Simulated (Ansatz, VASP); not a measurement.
**One calculation of Be, two programs**

```xyz
2
Lattice="2.2853 0.0000 0.0000 -1.1426 1.9791 0.0000 0.0000 0.0000 3.5842" Properties=species:S:1:pos:R:3 pbc="T T T"
Be    0.0000    1.3194    0.8961
Be    1.1427    0.6597    2.6882
```

Alike in both runs: task relaxation of cell and atoms; functional LDA; k mesh 9 × 9 × 6; occupations gaussian, width 0.1 eV; no spin polarisation.

|  | VASP | Ansatz |
| --- | --- | --- |
| version | VASP 6.6.1 | Ansatz 0.2.0 |
| potentials or method | VASP PAW LDA potentials, release 64 (Be) | scalar-relativistic, plane waves, PAW |
| plane-wave cutoff (eV) | 600 | 420 |
| valence electrons in the cell | 4 | 4 |

|  | VASP | Ansatz | Ansatz less VASP |
| --- | --- | --- | --- |
| gap on the k mesh at the Fermi level, each at its own relaxed structure (eV) | none | none | - |
| relaxed volume (Å³/atom) | 7.59 | 7.55 | -0.034 |
| relaxed cell length with the largest relative difference (Å) | 2.241 | 2.236 | -0.0052 |
| energy change over the relaxation (meV/atom) | -14 | -15 | -1.5 |

A gap of «none» marks a metal or a gap that the smearing closes.

 LDA usually gives volumes a few per cent too small. Zero-point motion and thermal expansion aren't in these numbers.
